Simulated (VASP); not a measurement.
# MnS (F-43m) in VASP: single point with PBEsol

Aim: the single point of MnS with PBEsol.

All numbers are computed with VASP 6.6.1; they aren't measurements. Logs are shortened: lines on timing, memory, paths and dates and some standing lists are left out, and cuts for length are marked.

## Step 1: Starting point

It takes space group F-43m (No. 216, cubic). The conventional cell has a = 5.393 Å, b = 5.393 Å, c = 5.393 Å, α = 90.00°, β = 90.00°, γ = 90.00°. Mn (site symmetry -43m) is surrounded by 4 S at 2.34 Å. S (site symmetry -43m) is surrounded by 4 Mn at 2.34 Å.

## Step 2: Single point, PBEsol, collinear spin, typed start

Contents of INCAR:

```
PREC = Accurate
ENCUT = 520
EDIFF = 1E-7
ISMEAR = 0
SIGMA = 0.1
LREAL = False
LASPH = True
NELM = 150
ALGO = Normal
ISIF = 2
LWAVE = False
LCHARG = False
ISPIN = 2
MAGMOM = 4.29 0
LORBIT = 11
LMAXMIX = 4
GGA = PS
NBANDS = 20
```

Contents of KPOINTS:

```
Automatic mesh
0
Gamma
  14 14 14
```

Contents of POSCAR:

```
MnS
1.0
    0.0000000000      2.6964519552      2.6964519552
    2.6964519552      0.0000000000      2.6964519552
    2.6964519552      2.6964519552      0.0000000000
Mn S
1 1
Direct
    0.0000000000      0.0000000000      0.0000000000
    0.7500000000      0.7500000000      0.7500000000
```

Potentials or basis: VASP PAW PBE potentials, release 64 (Mn_pv, S).

Launch:

```
$ cat potpaw_PBE.64/Mn_pv/POTCAR potpaw_PBE.64/S/POTCAR > POTCAR
$ mpirun -np 1 vasp_std > vasp.out
```

OUTCAR:

```text
PREC = Accurate
   ENCUT = 520
   EDIFF = 1E-7
   ISMEAR = 0
   LREAL = False
   LASPH = True
   NELM = 150
   ISIF = 2
   ISPIN = 2
   LORBIT = 11
   GGA = PS

 ion  position               nearest neighbor table
   1  0.000  0.000  0.000-   2 2.34   2 2.34   2 2.34   2 2.34
   2  0.750  0.750  0.750-   1 2.34   1 2.34   1 2.34   1 2.34

  LATTYP: Found a face centered cubic cell.
 ALAT       =     5.3929039104

  Lattice vectors:

 A1 = (   0.0000000000,   2.6964519552,   2.6964519552)
 A2 = (   2.6964519552,   0.0000000000,   2.6964519552)
 A3 = (   2.6964519552,   2.6964519552,   0.0000000000)

Analysis of symmetry for initial positions (statically):
=====================================================================
 Subroutine PRICEL returns:
 Original cell was already a primitive cell.

 Routine SETGRP: Setting up the symmetry group for a
 face centered cubic supercell.

 Subroutine GETGRP returns: Found 24 space group operations
 (whereof 24 operations were pure point group operations)
 out of a pool of 48 trial point group operations.

The static configuration has the point symmetry T_d .

Analysis of symmetry for dynamics (positions and initial velocities):
=====================================================================
 Subroutine PRICEL returns:
 Original cell was already a primitive cell.

 Routine SETGRP: Setting up the symmetry group for a
 face centered cubic supercell.

 Subroutine GETGRP returns: Found 24 space group operations
 (whereof 24 operations were pure point group operations)
 out of a pool of 48 trial point group operations.

The dynamic configuration has the point symmetry T_d .

Analysis of structural, dynamic, and magnetic symmetry:
=====================================================================
 Subroutine PRICEL returns:
 Original cell was already a primitive cell.

 Routine SETGRP: Setting up the symmetry group for a
 face centered cubic supercell.

 Subroutine GETGRP returns: Found 24 space group operations
 (whereof 24 operations were pure point group operations)
 out of a pool of 48 trial point group operations.

The overall configuration has the point symmetry T_d .

 Subroutine INISYM returns: Found 24 space group operations
 (whereof 24 operations are pure point group operations),
 and found     1 'primitive' translations

----------------------------------------------------------------------------------------

                                     Primitive cell

  volume of cell :      39.2110

  direct lattice vectors                    reciprocal lattice vectors
     0.000000000  2.696451955  2.696451955    -0.185428856  0.185428856  0.185428856
     2.696451955  0.000000000  2.696451955     0.185428856 -0.185428856  0.185428856
     2.696451955  2.696451955  0.000000000     0.185428856  0.185428856 -0.185428856

  length of vectors
     3.813358925  3.813358925  3.813358925     0.321172199  0.321172199  0.321172199

  position of ions in fractional coordinates (direct lattice)
     0.000000000  0.000000000  0.000000000
     0.750000000  0.750000000  0.750000000

  ion indices of the primitive-cell ions
   primitive index   ion index
                 1           1
                 2           2

----------------------------------------------------------------------------------------

 KPOINTS: Automatic mesh

Automatic generation of k-mesh.
 Grid dimensions read from file:
 generate k-points for:   14   14   14

 Generating k-lattice:

  Cartesian coordinates                     Fractional coordinates (reciprocal lattice)
    -0.013244918  0.013244918  0.013244918     0.071428571  0.000000000  0.000000000
     0.013244918 -0.013244918  0.013244918     0.000000000  0.071428571  0.000000000
     0.013244918  0.013244918 -0.013244918     0.000000000  0.000000000  0.071428571

  Length of vectors
     0.022940871  0.022940871  0.022940871

  Shift w.r.t. Gamma in fractional coordinates (k-lattice)
     0.000000000  0.000000000  0.000000000

 Subroutine IBZKPT returns following result:
 ===========================================

 Found    104 irreducible k-points:

 Following reciprocal coordinates:
            Coordinates               Weight
  0.000000  0.000000  0.000000      1.000000
  0.071429  0.000000  0.000000      8.000000
  0.142857  0.000000  0.000000      8.000000
  0.214286  0.000000  0.000000      8.000000
  0.285714  0.000000  0.000000      8.000000
  0.357143  0.000000  0.000000      8.000000
[... 16 lines left out ...]
  0.214286  0.142857  0.000000     24.000000
  0.285714  0.142857  0.000000     24.000000
 [... further k-points ...]
   k-points           NKPTS =    104   k-points in BZ     NKDIM =    104   number of bands    NBANDS=     20
   number of dos      NEDOS =    301   number of ions     NIONS =      2
   total plane-waves  NPLWV =  21952
   dimension x,y,z NGX =    28 NGY =   28 NGZ =   28
   dimension x,y,z NGXF=    56 NGYF=   56 NGZF=   56
   ions per type =               1   1
   NGX,Y,Z   is equivalent  to a cutoff of  12.21, 12.21, 12.21 a.u.
   NGXF,Y,Z  is equivalent  to a cutoff of  24.41, 24.41, 24.41 a.u.
 SYSTEM =  unknown system
   PREC   = accura    normal or accurate (medium, high low for compatibility)
   ISTART =      0    job   : 0-new  1-cont  2-samecut
   ICHARG =      2    charge: 1-file 2-atom 10-const
   ISPIN  =      2    spin polarized calculation?
   LNONCOLLINEAR =      F non collinear calculations
   LSORBIT =      F    spin-orbit coupling
   LASPH  =      T    aspherical Exc in radial PAW
   ENCUT  =  520.0 eV  38.22 Ry    6.18 a.u.   7.09  7.09  7.09*2*pi/ulx,y,z
   NELM   =    150;   NELMIN=  2; NELMDL= -5     # of ELM steps
   EDIFF  = 0.1E-06   stopping-criterion for ELM
   LREAL  =      F    real-space projection
   EDIFFG = 0.1E-05   stopping-criterion for IOM
   NSW    =      0    number of steps for IOM
   IBRION =     -1    ionic relax: 0-MD 1-quasi-New 2-CG
   NFREE  =      0    steps in history (QN), initial steepest desc. (CG)
   ISIF   =      2    stress and relaxation
   ISYM   =      2    0-nonsym 1-usesym 2-fastsym
   POTIM  = 0.5000    time-step for ionic-motion
   TEBEG  =    0.0;   TEEND  =   0.0 temperature during run
   PSTRESS=    0.0 pullay stress
   NELECT =      19.0000    total number of electrons
   NUPDOWN=      -1.0000    fix difference up-down
   EMIN   =  10.00;   EMAX   =-10.00  energy-range for DOS
   EFERMI =   0.00;   METHOD = LEGACY
   ISMEAR =     0;   SIGMA  =   0.10  broadening in eV -4-tet -1-fermi 0-gaus
   EFERMI_NEDOS =   21; number of points for ismear=-14 and -15
   IALGO  =     38    algorithm
   IMIX   =      4    mixing-type and parameters
     AMIX     =   0.40;   BMIX     =  1.00
     AMIX_MAG =   1.60;   BMIX_MAG =  1.00
  volume/ion in A,a.u.               =      19.61       132.30
  Fermi-wavevector in a.u.,A,eV,Ry     =   1.285849  2.429903 22.495981  1.653408
  Thomas-Fermi vector in A             =   2.417959
   LORBIT       =     11    0 simple, 1 ext, 2 COOP (PROOUT), +10 PAW based schemes
   GGA     = PS    functional components
   LHFCALC =     F    Hartree Fock is set to
   AEXX    =    0.0000 exact exchange contribution
   IVDW    =     0    specifies the selected vdW correction
   LEPSILON=     F    determine dielectric tensor
   LRPA    =     F    only Hartree local field effects (RPA)
 spin polarized calculation
 Gauss-broadening in eV      SIGMA  =   0.10
  energy-cutoff  :      520.00
  volume of cell :       39.21
 maximum number of plane-waves:      1067
   NGX = 15   NGY = 15   NGZ = 15

 number of electron      19.0000012 magnetization       4.4099460

 Free energy of the ion-electron system (eV)
  ---------------------------------------------------
  ext. energy  EPLUGINS =         0.00000000
  ---------------------------------------------------
  free energy    TOTEN  =       -14.76733576 eV

  energy without entropy =      -14.76073748  energy(sigma->0) =      -14.76403662

 E-fermi :   5.1752     XC(G=0): -10.0908

 val. band max:        5.1647875206   @ k =   0.3571   0.0000   0.0000
 cond. band min:       5.1814628449   @ k =  -0.2143   0.2143   0.0714
 fundamental gap:      0.0166753243
 Fermi energy:         5.1752435964

 spin component 1

 k-point     1 :       0.0000    0.0000    0.0000
  band No.  band energies     occupation
      1     -44.9858      1.00000
      2     -44.9858      1.00000
      3     -44.9858      1.00000
      4      -9.1428      1.00000
      5       0.2161      1.00000
      6       0.2161      1.00000
[... 12 lines left out ...]
     19      18.0577      0.00000
     20      18.6199      0.00000

 k-point     2 :       0.0714    0.0000    0.0000
  band No.  band energies     occupation
      1     -44.9861      1.00000
      2     -44.9859      1.00000
      3     -44.9859      1.00000
      4      -9.1057      1.00000
      5       0.1524      1.00000
      6       0.2307      1.00000
[... 498 lines left out ...]
 k-point    24 :       0.2857    0.1429    0.0000
  band No.  band energies     occupation
      1     -44.9889      1.00000
      2     -44.9867      1.00000
      3     -44.9867      1.00000
      4      -8.6708      1.00000
      5      -0.4348      1.00000
      6       0.3705      1.00000
[... 12 lines left out ...]
     19      18.3656      0.00000
     20      21.4573      0.00000

 [... further k-points ...]

 spin component 2

 k-point     1 :       0.0000    0.0000    0.0000
  band No.  band energies     occupation
      1     -40.8504      1.00000
      2     -40.8504      1.00000
      3     -40.8504      1.00000
      4      -8.8474      1.00000
      5       1.6169      1.00000
      6       1.6169      1.00000
[... 12 lines left out ...]
     19      18.7482      0.00000
     20      19.4167      0.00000

 k-point     2 :       0.0714    0.0000    0.0000
  band No.  band energies     occupation
      1     -40.8508      1.00000
      2     -40.8504      1.00000
      3     -40.8504      1.00000
      4      -8.8120      1.00000
      5       1.4920      1.00000
      6       1.6250      1.00000
[... 498 lines left out ...]
 k-point    24 :       0.2857    0.1429    0.0000
  band No.  band energies     occupation
      1     -40.8547      1.00000
      2     -40.8516      1.00000
      3     -40.8515      1.00000
      4      -8.3975      1.00000
      5       0.5158      1.00000
      6       1.6160      1.00000
[... 12 lines left out ...]
     19      19.1480      0.00000
     20      22.1898      0.00000

 [... further k-points ...]
[... 5 lines left out ...]
  --------------------------------------------------------------------------------------
  -------------------------------------------------------------------------------------
  Total        0.2878748      0.2878748      0.2878748      0.0000000      0.0000000      0.0000000
  in kB       11.7626778     11.7626778     11.7626778      0.0000000      0.0000000      0.0000000
  external PRESSURE =      11.7626778 kB  Pullay stress =       0.0000000 kB

 VOLUME and BASIS-vectors are now :
 -----------------------------------------------------------------------------
  energy-cutoff  :      520.00
  volume of cell :       39.21
      direct lattice vectors                 reciprocal lattice vectors
     0.000000000  2.696451955  2.696451955    -0.185428856  0.185428856  0.185428856
     2.696451955  0.000000000  2.696451955     0.185428856 -0.185428856  0.185428856
     2.696451955  2.696451955  0.000000000     0.185428856  0.185428856 -0.185428856

 POSITION                                       TOTAL-FORCE (eV/Angst)
 -----------------------------------------------------------------------------------
      0.00000      0.00000      0.00000         0.000000      0.000000      0.000000
      4.04468      4.04468      4.04468        -0.000000     -0.000000     -0.000000
 -----------------------------------------------------------------------------------
    total drift:                                0.000000      0.000000      0.000000

  FREE ENERGIE OF THE ION-ELECTRON SYSTEM (eV)
  ---------------------------------------------------
  free  energy   TOTEN  =       -14.7673357613 eV

  energy  without entropy=      -14.7607374759  energy(sigma->0) =      -14.76403662

 total charge

# of ion       s       p       d       tot
------------------------------------------
    1        0.286   6.258   4.969  11.512
    2        1.313   2.430   0.000   3.743
--------------------------------------------------
tot          1.598   8.688   4.969  15.256

 magnetization (x)

# of ion       s       p       d       tot
------------------------------------------
    1        0.047   0.068   3.846   3.960
    2        0.008   0.030   0.000   0.038
--------------------------------------------------
tot          0.055   0.098   3.846   3.999
```

Run time: 94 s. Hardware: 1 thread of Intel Xeon Platinum 8488C (Sapphire Rapids), shared host; peak memory 0.26 GiB.

What came out:

```
Free energy                                           : -14.7673 eV
Pressure                                              : 1.2 GPa
Band gap on the k mesh                                : none (metal or under the smearing width)
Net moment                                            : 4.41 μB per cell
Site moments                                          : Mn +3.96; S +0.04 μB
Valence electrons inside the program's atomic spheres : Mn 11.51; S 3.74
```

Caveat: the PAW data sets were made with another functional, which shifts forces and pressure a little; a cell with one magnetic atom can't hold antiferromagnetic order, which such compounds often take; semilocal functionals often make such compounds metallic where correlation or magnetic order opens a gap, which also shifts bond lengths.
